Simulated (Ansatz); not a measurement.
Input and command of a plane-wave DFT calculation in Ansatz:

```yaml
crystal:
  lattice:
    - [2.9193980238, 0.0, 0.0]
    - [-1.4596990119, 2.5282728524, 0.0]
    - [0.0, 0.0, 4.713]
  atoms:
    - { symbol: Ti, position: [0.6666666667, 0.3333333333, 0.27874] }
    - { symbol: Ti, position: [0.3333333333, 0.6666666667, 0.72126] }
    - { symbol: O, position: [0.0, 0.0, 0.0] }
basis:
  ecutwfc: 420
kpoints:
  mp_grid: { grid: [18, 18, 10] }
hamiltonian:
  xc: pbesol
  dispersion: d3bj
scf:
  occupations: { method: gaussian, width: 0.1 }
output:
  forces: true
  stress: true
  eigenvalues: true
relax:
  adjacent_minimum: "off"
  f_tol: 0.01
  max_steps: 60
  cell: { stress_tol: 0.05 }
```

```bash
ansatz run input.yaml --threads 1 --pin off --max-ram 2560MiB --backend cpu --events-out ev --progress --plain --runs-dir out
```

Processor: Intel(R) Xeon(R) Processor @ 2.50GHz (Skylake/Cascade Lake), 1 thread, on a host shared with other jobs.

Problem. Estimate time, memory and problem size.

Solution. About 2.9 min on 1 thread of Intel(R) Xeon(R) Processor @ 2.50GHz (Skylake/Cascade Lake) (shared host), peak memory 0.52 GiB. It solves 19 bands at 330 k points (the mesh reduced by symmetry) with about 687 plane waves (on the last cell), in 37 SCF iterations over 6 ionic steps.
